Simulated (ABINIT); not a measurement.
TaS2:

```xyz
3
Lattice="3.3500 0.0000 0.0000 -1.6750 2.9012 0.0000 0.0000 0.0000 5.8600" Properties=species:S:1:pos:R:3 pbc="T T T"
Ta    0.0000    0.0000    0.0000
S     1.6750    0.9671    4.3950
S     0.0000    1.9341    1.4650
```

* Program: ABINIT 10.8.3 (patched build)
* Task: relaxation of cell and atoms
* Functional: PBEsol
* Potentials or basis: PseudoDojo NC SR PBEsol v0.4.1 standard
* Cutoff: 789 eV
* k mesh: 7 × 7 × 4
* Occupations: fermi-dirac, width 0.05 eV
* Spin: no spin polarisation

At the start: pressure 4.3 GPa; volume 18.98 Å³/atom.

Where does the relaxation end?

Over 14 steps the energy falls by 21.1 meV/atom and the volume is 18.65 Å³/atom (-1.8 %); space group P-3m1 (No. 164, to 0.05 Å).

The path:
| step | energy change (eV) | largest force (eV/Å) | pressure (GPa) | volume (Å³) |
| --- | --- | --- | --- | --- |
| 1 | 0.0000 | 0.9438 | 4.26 | 56.95 |
| 2 | -0.0324 | 0.5455 | 1.48 | 57.70 |
| 3 | -0.0478 | 0.1377 | -1.06 | 58.31 |
| 4 | -0.0514 | 0.0587 | -1.32 | 58.25 |
| 5 | -0.0587 | 0.0507 | -1.08 | 57.66 |
| 6 | -0.0600 | 0.0040 | -0.45 | 57.31 |
| 7 | -0.0603 | 0.0446 | -0.05 | 57.15 |
| 8 | -0.0604 | 0.0567 | 0.04 | 57.09 |
| 9 | -0.0611 | 0.0957 | 0.38 | 56.76 |
| 10 | -0.0620 | 0.1102 | 0.60 | 56.34 |
| 11 | -0.0629 | 0.0802 | 0.53 | 55.93 |
| 12 | -0.0632 | 0.0271 | 0.21 | 55.86 |
| 13 | -0.0633 | 0.0009 | 0.01 | 55.94 |
| 14 | -0.0633 | 0.0000 | 0.00 | 55.94 |

Final structure:
```
CELL_PARAMETERS angstrom
3.31640 0.00000 0.00000
-1.65820 2.87209 0.00000
0.00000 0.00000 5.87333
ATOMIC_POSITIONS crystal
Ta 0.00000 0.00000 0.00000
S 0.66667 0.33333 0.73751
S 0.33333 0.66667 0.26249
```

Caveat: this functional lacks dispersion, which binds the layers, so the pressure and a relaxed spacing across them are unreliable.
